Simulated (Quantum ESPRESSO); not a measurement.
HgTe under changes of volume

One of the cells (28.929 Å³/atom); the others are scaled copies at fixed shape and fractional positions:

```xyz
2
Lattice="-3.0456 3.0456 1.5594 3.0456 -3.0456 1.5594 3.0456 3.0456 -1.5594" Properties=species:S:1:pos:R:3 pbc="T T T"
Hg    0.0000    3.0456    0.7797
Te    0.0000    0.0000    0.0000
```

Measurements of this composition are mostly on another form, of space group No. 216.

* Program: Quantum ESPRESSO 7.5
* Functional: PBE
* Potentials or basis: SSSP 1.3 efficiency PBE
* Cutoff: 816 eV
* Density cutoff: 5987 eV
* k mesh: 10 × 10 × 10
* Occupations: fermi-dirac, width 0.05 eV
* Spin: no spin polarisation

```csv
volume (Å³/atom),energy over the lowest point (meV/atom),pressure (GPa)
27.193,13.61,2.8
27.772,5.39,1.7
28.351,1.00,0.7
28.929,0.00,-0.2
29.508,1.98,-1.0
30.086,?,?
30.665,13.48,-2.3
```

Q: What does the run at 30.086 Å³/atom give?

A: Energy over the lowest point 6.58 meV/atom; pressure -1.7 GPa.

Worked out: A Birch-Murnaghan fit of order 3 (a polynomial in V^(-2/3)) to the other rows has its minimum at 28.82 Å³/atom with B0 = V·E''(V) = 42 GPa and B' = 5.3 at fixed shape and positions, which overstates the stiffness. It gives 6.57 meV/atom at 30.086 Å³/atom, against the run's 6.58, and -dE/dV = -1.6 GPa, against -1.7.

Energies are extrapolated to zero smearing.
